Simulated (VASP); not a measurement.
# CoO (I4/mmm) in VASP: further runs

One crystal, CoO, is run at these levels: PBE0(alpha); tasks: single point.

Everything below comes from runs of VASP 6.6.1. Logs are shortened: lines on timing, memory, paths and dates and some standing lists are left out, and cuts for length are marked.

## 1. The structure

Symmetry: I4/mmm, No. 139, tetragonal system. Conventional cell: a = 3.016 Å, b = 3.016 Å, c = 4.215 Å, α = 90.00°, β = 90.00°, γ = 90.00°. Co (site symmetry 4/mmm) has 6 O at 2.11 to 2.13 Å as nearest neighbours. O (site symmetry 4/mmm) is surrounded by 6 Co at 2.11 to 2.13 Å.

## 2. Single point, PBE0(alpha), collinear spin, ferromagnetic start

Contents of POSCAR:

```
CoO
1.0
   -1.5080004400      1.5080004400      2.1072503600
    1.5080004400     -1.5080004400      2.1072503600
    1.5080004400      1.5080004400     -2.1072503600
Co O
1 1
Direct
    0.0000000000      0.0000000000      0.0000000000
    0.5000000000      0.5000000000      0.0000000000
```

Contents of INCAR.step1:

```
SYSTEM = CoO
ALGO = Normal
EDIFF = 1E-5
ENCUT = 520
GGA = PE
ISIF = 2
ISMEAR = -1
ISPIN = 2
LASPH = .True.
LCHARG = .False.
LMAXMIX = 4
LORBIT = 11
LREAL = .False.
LWAVE = .True.
MAGMOM = 2 0
NELM = 150
PREC = Accurate
SIGMA = 0.05
```

Contents of INCAR.step2:

```
SYSTEM = CoO
AEXX = 0.15
ALGO = Normal
EDIFF = 1E-6
ENCUT = 520
GGA = PE
HFRCUT = -1
ISIF = 2
ISMEAR = -1
ISPIN = 2
ISTART = 1
LASPH = .True.
LCHARG = .False.
LHFCALC = .True.
LMAXMIX = 4
LORBIT = 11
LREAL = .False.
LWAVE = .False.
MAGMOM = 2 0
NELM = 150
PREC = Accurate
PRECFOCK = Fast
SIGMA = 0.05
```

Contents of KPOINTS:

```
k-points
0
Gamma
  6 6 6
  0 0 0
```

Potentials or basis: VASP PAW PBE potentials, release 64 (Co, O).

Command:

```console
$ cat potpaw_PBE.64/Co/POTCAR potpaw_PBE.64/O/POTCAR > POTCAR
$ cp INCAR.step1 INCAR
$ mpirun -np 1 vasp_std > vasp.out
$ cp INCAR.step2 INCAR
$ mpirun -np 1 vasp_std > vasp.out
```

OUTCAR:

```text
SYSTEM = CoO
   AEXX = 0.15
   EDIFF = 1E-6
   ENCUT = 520
   GGA = PE
   ISIF = 2
   ISMEAR = -1
   ISPIN = 2
   ISTART = 1
   LASPH = .True.
   LHFCALC = .True.
   LORBIT = 11
   LREAL = .False.
   NELM = 150
   PREC = Accurate
   PRECFOCK = Fast

 ion  position               nearest neighbor table
   1  0.000  0.000  0.000-   2 2.11   2 2.11   2 2.13   2 2.13   2 2.13   2 2.13
   2  0.500  0.500  0.000-   1 2.11   1 2.11   1 2.13   1 2.13   1 2.13   1 2.13

  LATTYP: Found a body centered tetragonal cell.
 ALAT       =     3.0160008800
 C/A-ratio  =     1.3973804676

  Lattice vectors:

 A1 = (  -1.5080004400,   1.5080004400,   2.1072503600)
 A2 = (   1.5080004400,  -1.5080004400,   2.1072503600)
 A3 = (   1.5080004400,   1.5080004400,  -2.1072503600)

Analysis of symmetry for initial positions (statically):
=====================================================================
 Subroutine PRICEL returns:
 Original cell was already a primitive cell.

 Routine SETGRP: Setting up the symmetry group for a
 body centered tetragonal supercell.

 Subroutine GETGRP returns: Found 16 space group operations
 (whereof 16 operations were pure point group operations)
 out of a pool of 16 trial point group operations.

The static configuration has the point symmetry D_4h.

Analysis of symmetry for dynamics (positions and initial velocities):
=====================================================================
 Subroutine PRICEL returns:
 Original cell was already a primitive cell.

 Routine SETGRP: Setting up the symmetry group for a
 body centered tetragonal supercell.

 Subroutine GETGRP returns: Found 16 space group operations
 (whereof 16 operations were pure point group operations)
 out of a pool of 16 trial point group operations.

The dynamic configuration has the point symmetry D_4h.

Analysis of structural, dynamic, and magnetic symmetry:
=====================================================================
 Subroutine PRICEL returns:
 Original cell was already a primitive cell.

 Routine SETGRP: Setting up the symmetry group for a
 body centered tetragonal supercell.

 Subroutine GETGRP returns: Found 16 space group operations
 (whereof 16 operations were pure point group operations)
 out of a pool of 16 trial point group operations.

The overall configuration has the point symmetry D_4h.

 Subroutine INISYM returns: Found 16 space group operations
 (whereof 16 operations are pure point group operations),
 and found     1 'primitive' translations

----------------------------------------------------------------------------------------

                                     Primitive cell

  volume of cell :      19.1681

  direct lattice vectors                    reciprocal lattice vectors
    -1.508000440  1.508000440  2.107250360     0.000000000  0.331564890  0.237276030
     1.508000440 -1.508000440  2.107250360     0.331564890  0.000000000  0.237276030
     1.508000440  1.508000440 -2.107250360     0.331564890  0.331564890  0.000000000

  length of vectors
     2.998105191  2.998105191  2.998105191     0.407719500  0.407719500  0.468903564

  position of ions in fractional coordinates (direct lattice)
     0.000000000  0.000000000  0.000000000
     0.500000000  0.500000000  0.000000000

  ion indices of the primitive-cell ions
   primitive index   ion index
                 1           1
                 2           2

----------------------------------------------------------------------------------------

 KPOINTS: k-points

Automatic generation of k-mesh.
 Grid dimensions read from file:
 generate k-points for:    6    6    6

 Generating k-lattice:

  Cartesian coordinates                     Fractional coordinates (reciprocal lattice)
     0.000000000  0.055260815  0.039546005     0.166666667  0.000000000  0.000000000
     0.055260815  0.000000000  0.039546005     0.000000000  0.166666667  0.000000000
     0.055260815  0.055260815  0.000000000     0.000000000  0.000000000  0.166666667

  Length of vectors
     0.067953250  0.067953250  0.078150594

  Shift w.r.t. Gamma in fractional coordinates (k-lattice)
     0.000000000  0.000000000  0.000000000

 Subroutine IBZKPT returns following result:
 ===========================================

 Found     30 irreducible k-points:

 Following reciprocal coordinates:
            Coordinates               Weight
  0.000000  0.000000  0.000000      1.000000
  0.166667 -0.000000  0.000000      8.000000
[... 44 lines left out ...]
   NSW    =      0    number of steps for IOM
   IBRION =     -1    ionic relax: 0-MD 1-quasi-New 2-CG
   NFREE  =      0    steps in history (QN), initial steepest desc. (CG)
   ISIF   =      2    stress and relaxation
   ISYM   =      3    0-nonsym 1-usesym 2-fastsym
   POTIM  = 0.5000    time-step for ionic-motion
   TEBEG  =    0.0;   TEEND  =   0.0 temperature during run
   PSTRESS=    0.0 pullay stress
   NELECT =      15.0000    total number of electrons
   NUPDOWN=      -1.0000    fix difference up-down
   EMIN   =  10.00;   EMAX   =-10.00  energy-range for DOS
   EFERMI =   0.00;   METHOD = LEGACY
   ISMEAR =    -1;   SIGMA  =   0.05  broadening in eV -4-tet -1-fermi 0-gaus
   EFERMI_NEDOS =   21; number of points for ismear=-14 and -15
   IALGO  =     38    algorithm
   IMIX   =      1    mixing-type and parameters
     AMIX     =   0.40;   BMIX     =  1.00
     AMIX_MAG =   1.60;   BMIX_MAG =  1.00
  volume/ion in A,a.u.               =       9.58        64.68
  Fermi-wavevector in a.u.,A,eV,Ry     =   1.508617  2.850872 30.965828  2.275924
  Thomas-Fermi vector in A             =   2.619047
   LORBIT       =     11    0 simple, 1 ext, 2 COOP (PROOUT), +10 PAW based schemes
   GGA     = PE    functional components
   LHFCALC =     T    Hartree Fock is set to
   PRECFOCK=fast      Normal, Fast or Accurate (Low or Medium for compatibility)
   ENCUT4O =  -1.0   cutoff for four orbital integrals eV
   NKREDX  =     1    reduce k-point grid by
   NKREDY  =     1    reduce k-point grid by
   NKREDZ  =     1    reduce k-point grid by
   AEXX    =    0.1500 exact exchange contribution
   HFSCREEN=    0.0000 screening length (either q_TF or 0.3 A-1)
   HFSCREENC=   0.0000 screening length for correlation (either q_TF or 0.3 A-1)
   ENCUTFOCK=  -1.0 apply spherical cutoff to Coloumb kernel
   IVDW    =     0    specifies the selected vdW correction
   LEPSILON=     F    determine dielectric tensor
   LRPA    =     F    only Hartree local field effects (RPA)
 spin polarized calculation
  energy-cutoff  :      520.00
  volume of cell :       19.17
 maximum number of plane-waves:       531
 NGX is ok and might be reduce to    24
  NGX = 14; NGY = 14; NGZ = 14

 number of electron      15.0000006 magnetization       2.9999290

 Free energy of the ion-electron system (eV)
  ---------------------------------------------------
  ext. energy  EPLUGINS =         0.00000000
  ---------------------------------------------------
  free energy    TOTEN  =       -17.00167454 eV

  energy without entropy =      -17.00006960  energy(sigma->0) =      -17.00087207

 E-fermi :   7.9442     XC(G=0): -10.8339

 val. band max:        7.7743606834   @ k =  -0.3333   0.3333   0.3333
 cond. band min:       8.0764133692   @ k =   0.5000   0.0000   0.0000
 fundamental gap:      0.3020526858
 Fermi energy:         7.9441934082

 spin component 1

 k-point     1 :       0.0000    0.0000    0.0000
  band No.  band energies     occupation
      1     -14.0082      1.00000
      2       2.3763      1.00000
      3       2.6375      1.00000
      4       2.6375      1.00000
      5       2.8173      1.00000
      6       3.5991      1.00000
      7       3.9589      1.00000
      8       4.1202      1.00000
      9       4.1202      1.00000
     10       9.6058      0.00000
     11      25.5944      0.00000
     12      26.7791      0.00000
[... 333 lines left out ...]
      1     -13.1418      1.00000
      2      -0.3398      1.00000
      3       1.2737      1.00000
      4       1.5217      1.00000
      5       3.2423      1.00000
      6       3.4114      1.00000
      7       4.0432      1.00000
      8       5.1391      1.00000
      9       5.5767      1.00000
     10      13.8739      0.00000
     11      19.9343      0.00000
     12      21.7401      0.00000

 [... further k-points ...]

 spin component 2

 k-point     1 :       0.0000    0.0000    0.0000
  band No.  band energies     occupation
      1     -13.4382      1.00000
      2       4.8080      1.00000
      3       4.8497      1.00000
      4       4.8497      1.00000
      5       5.2546      1.00000
      6       6.4221      1.00000
      7       6.4225      1.00000
      8       9.0414      0.00000
      9       9.7236      0.00000
     10      10.1698      0.00000
     11      25.3793      0.00000
     12      27.5498      0.00000
[... 333 lines left out ...]
      1     -12.5184      1.00000
      2       0.9361      1.00000
      3       2.9595      1.00000
      4       3.4421      1.00000
      5       5.3303      1.00000
      6       8.1855      0.00795
      7       8.2197      0.00403
      8      10.6571      0.00000
      9      10.6733      0.00000
     10      14.8610      0.00000
     11      20.4583      0.00000
     12      22.3983      0.00000

 [... further k-points ...]

------------------------ aborting loop because EDIFF is reached ----------------------------------------

  FORCE on cell =-STRESS in cart. coord.  units (eV):
  Direction    XX          YY          ZZ          XY          YZ          ZX
  --------------------------------------------------------------------------------------
  -------------------------------------------------------------------------------------
  Total       -0.1090155     -0.1090155     -0.9497851      0.0000000     -0.0000000      0.0000000
  in kB       -9.1121237     -9.1121237    -79.3883665      0.0000000     -0.0000000      0.0000000
  external PRESSURE =     -32.5375380 kB  Pullay stress =       0.0000000 kB

 VOLUME and BASIS-vectors are now :
 -----------------------------------------------------------------------------
  energy-cutoff  :      520.00
  volume of cell :       19.17
      direct lattice vectors                 reciprocal lattice vectors
    -1.508000440  1.508000440  2.107250360     0.000000000  0.331564890  0.237276030
     1.508000440 -1.508000440  2.107250360     0.331564890  0.000000000  0.237276030
     1.508000440  1.508000440 -2.107250360     0.331564890  0.331564890  0.000000000

 POSITION                                       TOTAL-FORCE (eV/Angst)
 -----------------------------------------------------------------------------------
      0.00000      0.00000      0.00000        -0.000000      0.000000     -0.000000
      0.00000      0.00000      2.10725         0.000000     -0.000000      0.000000
 -----------------------------------------------------------------------------------
    total drift:                                0.000000     -0.000000     -0.000000

  FREE ENERGIE OF THE ION-ELECTRON SYSTEM (eV)
  ---------------------------------------------------
  free  energy   TOTEN  =       -17.0016745355 eV

  energy  without entropy=      -17.0000695998  energy(sigma->0) =      -17.00087207

 total charge

# of ion       s       p       d       tot
------------------------------------------
    1        0.294   0.371   7.098   7.763
    2        1.552   3.474   0.000   5.027
--------------------------------------------------
tot          1.846   3.845   7.098  12.790

 magnetization (x)

# of ion       s       p       d       tot
------------------------------------------
    1        0.015   0.013   2.668   2.695
    2        0.028   0.248   0.000   0.276
--------------------------------------------------
tot          0.043   0.261   2.668   2.971
```

Run time: 19 min. Hardware: 1 thread of Intel Xeon 6975P-C (Granite Rapids), shared host; peak memory 0.16 GiB.

Results:

```
Free energy                                           : -17.0017 eV
Pressure                                              : -3.3 GPa
Band gap on the k mesh                                : none (metal or under the smearing width)
Net moment                                            : 3.00 μB per cell
Site moments                                          : Co +2.69; O +0.28 μB
Valence electrons inside the program's atomic spheres : Co 7.76; O 5.03
```

Stress tensor (GPa, compression positive):
```
-0.91  0.00  0.00
 0.00 -0.91  0.00
 0.00  0.00 -7.94
```

Caveat: the k mesh is coarse (spacing up to 0.49 Å⁻¹), so the values aren't converged, least of all with exact exchange; the PAW data sets were made with another functional, which shifts forces and pressure a little; a cell with one magnetic atom can't hold antiferromagnetic order, which such compounds often take.

## 3. Single point, PBE0(alpha), collinear spin, ferromagnetic start

POSCAR is that of step 2.

INCAR.step1 is that of step 2.

INCAR.step2, as its differences from that of step 2:

```diff
@@ -1,3 +1,3 @@
 SYSTEM = CoO
-AEXX = 0.15
+AEXX = 0.2
 ALGO = Normal
```

KPOINTS is that of step 2.

Potentials or basis: VASP PAW PBE potentials, release 64 (Co, O).

Command:

```console
$ cat potpaw_PBE.64/Co/POTCAR potpaw_PBE.64/O/POTCAR > POTCAR
$ cp INCAR.step1 INCAR
$ mpirun -np 1 vasp_std > vasp.out
$ cp INCAR.step2 INCAR
$ mpirun -np 1 vasp_std > vasp.out
```

It took 19 min on 1 thread of Intel Xeon 6975P-C (Granite Rapids), shared host; peak memory 0.16 GiB.

It converged, with:

- Free energy: -18.3707 eV
- Pressure: -4.5 GPa
- Band gap on the k mesh: none (metal or under the smearing width)
- Net moment: 3.00 μB per cell
- Site moments: Co +2.71; O +0.26 μB
- Valence electrons inside the program's atomic spheres: Co 7.75; O 5.04

Stress tensor (GPa, compression positive):
```
-2.37  0.00  0.00
 0.00 -2.37  0.00
 0.00  0.00 -8.87
```

Levels at points of the mesh, in eV from the Fermi level:
Spin up:
| k point | band 7 | band 8 | band 9 | band 10 | band 11 | band 12 |
| --- | --- | --- | --- | --- | --- | --- |
| (0.00, 0.00, 0.00) | -4.29 | -4.12 | -4.12 | 1.84 | 17.87 | 19.06 |
| (0.50, 0.00, 0.00) | -3.91 | -1.62 | -1.51 | 5.91 | 10.81 | 14.44 |
| (0.50, 0.50, 0.00) | -5.00 | -4.97 | -4.01 | 6.88 | 11.17 | 12.31 |
| (0.50, 0.50, 0.50) | -5.35 | -5.01 | -5.01 | 6.93 | 11.24 | 12.48 |
Spin down:
```
           k point  band 2  band 3  band 4  band 5  band 6  band 7  band 8  band 9  band 10  band 11
(0.00, 0.00, 0.00)   -3.38   -3.36   -3.36   -3.23   -1.66   -1.66    1.56    2.26     2.41    17.62
(0.50, 0.00, 0.00)   -9.01   -5.63   -5.44   -2.07   -0.21    0.61    4.53    5.03     6.13    11.69
(0.50, 0.50, 0.00)   -7.68   -4.85   -4.74   -3.04   -2.08    0.90    2.24    3.33     7.78    11.64
(0.50, 0.50, 0.50)   -7.68   -4.85   -4.85   -4.32    0.88    0.89    2.72    2.92     7.82    11.80
```

Caveat: the k mesh is coarse (spacing up to 0.49 Å⁻¹), so the values aren't converged, least of all with exact exchange; the PAW data sets were made with another functional, which shifts forces and pressure a little; a cell with one magnetic atom can't hold antiferromagnetic order, which such compounds often take.

## 4. Single point, PBE0(alpha), collinear spin, ferromagnetic start

POSCAR is that of step 3.

INCAR.step1 is that of step 3.

INCAR.step2, as its differences from that of step 3:

```diff
@@ -1,3 +1,3 @@
 SYSTEM = CoO
-AEXX = 0.2
+AEXX = 0.25
 ALGO = Normal
```

KPOINTS is that of step 3.

Command:

```console
$ cat potpaw_PBE.64/Co/POTCAR potpaw_PBE.64/O/POTCAR > POTCAR
$ cp INCAR.step1 INCAR
$ mpirun -np 1 vasp_std > vasp.out
$ cp INCAR.step2 INCAR
$ mpirun -np 1 vasp_std > vasp.out
```

Run time: 20 min. Hardware: 1 thread of Intel Xeon 6975P-C (Granite Rapids), shared host; peak memory 0.16 GiB.

It converged, with:

```
Free energy                                           : -19.7566 eV
Pressure                                              : -5.8 GPa
Band gap on the k mesh                                : none (metal or under the smearing width)
Net moment                                            : 3.00 μB per cell
Site moments                                          : Co +2.73; O +0.25 μB
Valence electrons inside the program's atomic spheres : Co 7.74; O 5.05
```

Stress tensor (GPa, compression positive):
```
 -3.69   0.00   0.00
  0.00  -3.69   0.00
  0.00   0.00 -10.10
```

Levels at points of the mesh, in eV from the Fermi level:
Spin up:
```
           k point  band 5  band 6  band 7  band 8  band 9  band 10  band 11  band 12
(0.00, 0.00, 0.00)   -6.52   -5.64   -4.64   -4.47   -4.47     1.98    18.04    19.24
(0.50, 0.00, 0.00)   -5.94   -5.55   -4.54   -2.09   -1.97     6.05    11.08    14.64
(0.50, 0.50, 0.00)   -6.02   -5.78   -5.71   -5.69   -4.69     7.07    11.42    12.41
(0.50, 0.50, 0.50)   -6.07   -5.90   -5.90   -5.72   -5.72     7.11    11.49    12.58
```
Spin down:
```tsv
k point	band 3	band 4	band 5	band 6	band 7	band 8	band 9	band 10
(0.00, 0.00, 0.00)	-3.68	-3.68	-3.68	-1.85	-1.85	1.98	2.54	2.71
(0.50, 0.00, 0.00)	-5.95	-5.76	-2.62	-0.30	0.69	4.99	5.51	6.24
(0.50, 0.50, 0.00)	-5.19	-5.10	-3.30	-2.68	1.03	2.71	3.81	7.96
(0.50, 0.50, 0.50)	-5.21	-5.21	-4.90	1.02	1.02	3.19	3.40	8.01
```

Caveat: the k mesh is coarse (spacing up to 0.49 Å⁻¹), so the values aren't converged, least of all with exact exchange; the PAW data sets were made with another functional, which shifts forces and pressure a little; a cell with one magnetic atom can't hold antiferromagnetic order, which such compounds often take.

## 5. The runs side by side

| share of exact exchange | gap on the mesh (eV) | pressure (GPa) | moment (μB) |
| --- | --- | --- | --- |
| 0.15 | none | -3.3 | 3.00 |
| 0.2 | none | -4.5 | 3.00 |
| 0.25 | none | -5.8 | 3.00 |

Alike in all rows: task single point; level PBE0(alpha); potentials or basis VASP PAW PBE potentials, release 64 (Co, O); spin collinear, ferromagnetic start; cell as given; k mesh 6 × 6 × 6; cutoff (eV) 520; smearing fermi-dirac 0.05 eV; the mesh is coarse, so values aren't converged.

Caveats: all runs use coarse meshes; the PAW data sets were made with another functional, which shifts forces and pressure a little; a cell with one magnetic atom can't hold antiferromagnetic order, which such compounds often take.

Total energies depend on the potentials used, so only differences within one code and one set of settings carry meaning.
